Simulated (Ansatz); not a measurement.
# Ge: band gap under strain

How does strain move the band edges of Ge built on the diamond prototype, and do the functionals agree on it? States: -2.0 % biaxial strain in the (111) plane, free along [111]; -1.0 % biaxial strain in the (111) plane, free along [111]; +1.0 % biaxial strain in the (111) plane, free along [111].

The runs shown are made with Ansatz 0.2.0. PAW datasets, plane waves. Spin-unpolarised throughout; all numbers are computed.

## 1. The system as given

The unstrained cell was relaxed with r2SCAN; in each strained cell the atoms were relaxed again with r2SCAN. Names of k-points are those of the unstrained zone, where strain can split equivalent points. First state: -2.0 % biaxial strain in the (111) plane, free along [111].

It is trigonal, R-3m (No. 166); a = 3.932 Å, c = 9.895 Å in the conventional setting, 22.08 Å³ an atom. Ge has 4 Ge at 2.42–2.45 Å.

Structure file:

```
Ge
1.0
     0.05086    2.83099    2.83099
     2.83099    0.05086    2.83099
     2.83099    2.83099    0.05086
Ge
2
Direct
  0.00113 0.00113 0.00113
  0.24887 0.24887 0.24887
```

From earlier runs on the unstrained cell: PBE 0.00 eV, r2SCAN 0.36 eV, HSE06 0.78 eV, r2SCAN+SOC 0.27 eV; a = 5.674 Å.

## 2. -2.0 % biaxial strain in the (111) plane, free along [111]: PBE

File input.yaml:

```yaml
crystal:
  lattice:
    - [0.0508563424, 2.8309923842, 2.8309923842]
    - [2.8309923842, 0.0508563424, 2.8309923842]
    - [2.8309923842, 2.8309923842, 0.0508563424]
  atoms:
    - { symbol: Ge, position: [0.0011273318, 0.0011273318, 0.0011273318] }
    - { symbol: Ge, position: [0.2488726682, 0.2488726682, 0.2488726682] }
kpoints:
  mp_grid: { grid: [8, 8, 8] }
  band_path:
    path:
      - [0.0, 0.0, 0.0]
      - [0.5, 0.0, 0.5]
      - [0.625, 0.25, 0.625]
      - [0.375, 0.375, 0.75]
      - [0.5, 0.5, 0.5]
      - [0.5, 0.25, 0.75]
      - [0.0, 0.0, 0.5]
    npoints: 1
hamiltonian:
  xc: pbe
scf:
  occupations: { method: fermi_dirac, width: 0.02 }
  n_extra_bands: 4
output:
  forces: true
  stress: true
  eigenvalues: true
```

Launch:

```console
$ ansatz run input.yaml --threads 2 --pin off --max-ram 29491MiB --backend cpu --events-out ev --progress --plain --runs-dir out
```

The runs that follow: -2.0 % biaxial strain in the (111) plane, free along [111]: r2SCAN; -2.0 % biaxial strain in the (111) plane, free along [111]: HSE06; -2.0 % biaxial strain in the (111) plane, free along [111]: r2SCAN+SOC; -1.0 % biaxial strain in the (111) plane, free along [111]: PBE; -1.0 % biaxial strain in the (111) plane, free along [111]: r2SCAN; -1.0 % biaxial strain in the (111) plane, free along [111]: HSE06; -1.0 % biaxial strain in the (111) plane, free along [111]: r2SCAN+SOC; +1.0 % biaxial strain in the (111) plane, free along [111]: PBE; +1.0 % biaxial strain in the (111) plane, free along [111]: r2SCAN; +1.0 % biaxial strain in the (111) plane, free along [111]: HSE06; +1.0 % biaxial strain in the (111) plane, free along [111]: r2SCAN+SOC.

Before running it: what results should come out?

As calculated:

Least gap in eV (negative: overlap), with the change from the unstrained cell in brackets:

```
                                                     state  volume change (%)            PBE        r2SCAN         HSE06
-2.0 % biaxial strain in the (111) plane, free along [111]               -3.3   0.07 (+0.07)  0.36 (+0.00)  0.70 (-0.08)
-1.0 % biaxial strain in the (111) plane, free along [111]               -1.6   0.05 (+0.05)  0.40 (+0.04)  0.74 (-0.04)
+1.0 % biaxial strain in the (111) plane, free along [111]               +1.7  -0.09 (-0.09)  0.12 (-0.24)  0.50 (-0.28)
```

With HSE06, of the states in the table +1.0 % biaxial strain in the (111) plane, free along [111] shifts the gap most, by -0.273 eV. PBE and HSE06 differ by 0.78 eV on the unstrained gap, and by at most 0.19 eV on its change. Under +1.0 % biaxial strain in the (111) plane, free along [111] PBE gives no gap, or under 0.02 eV, while HSE06 has one.
